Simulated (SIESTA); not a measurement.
The system is TiO2.

```
CELL_PARAMETERS angstrom
4.59984 0.00000 0.00000
0.00000 4.59984 0.00000
0.00000 0.00000 2.95921
ATOMIC_POSITIONS crystal
Ti 0.00000 0.00000 0.50000
Ti 0.50000 0.50000 0.00000
O 0.30432 0.30432 0.50000
O 0.19568 0.80432 0.00000
O 0.80432 0.19568 0.00000
O 0.69568 0.69568 0.50000
```

The cell is a database's computed one.

Base run:

```yaml
Program: SIESTA 5.4.2
Functional: BLYP
Potentials_or_basis: PseudoDojo 0.4 standard (PBE files)
Basis: DZP (energy shift 0.003 Ry; two zetas on semicore shells)
Grid_cutoff: 800 Ry
Energy_shift: 0.003 Ry
k_mesh: 6 × 6 × 9
Occupations: fermi-dirac, width 0.05 eV
Spin: no spin polarisation
```

Its results: band gap on the k mesh 1.76 eV, direct; pressure 13.9 GPa; largest force 0.147 eV/Å.

Q: After a change of settings the same cell gave: band gap on the k mesh 1.76 eV, direct; pressure 2.1 GPa; largest force 0.053 eV/Å. Which change was it?
A. functional from BLYP to PBE; basis from DZP (energy shift 0.003 Ry; two zetas on semicore shells) to DZ (energy shift 0.003 Ry; two zetas on semicore shells)
B. functional from BLYP to vdW-DF-cx
C. functional from BLYP to PBE; basis from DZP (energy shift 0.003 Ry; two zetas on semicore shells) to TZDP (energy shift 0.003 Ry; two zetas on semicore shells)
D. functional from BLYP to RPBE

A: B.

Caveats: the potentials were made for another functional, which shifts forces and pressure; the basis of atomic orbitals isn't converged, which shifts pressures, moduli and gaps.

Not every run made on this cell is shown here.
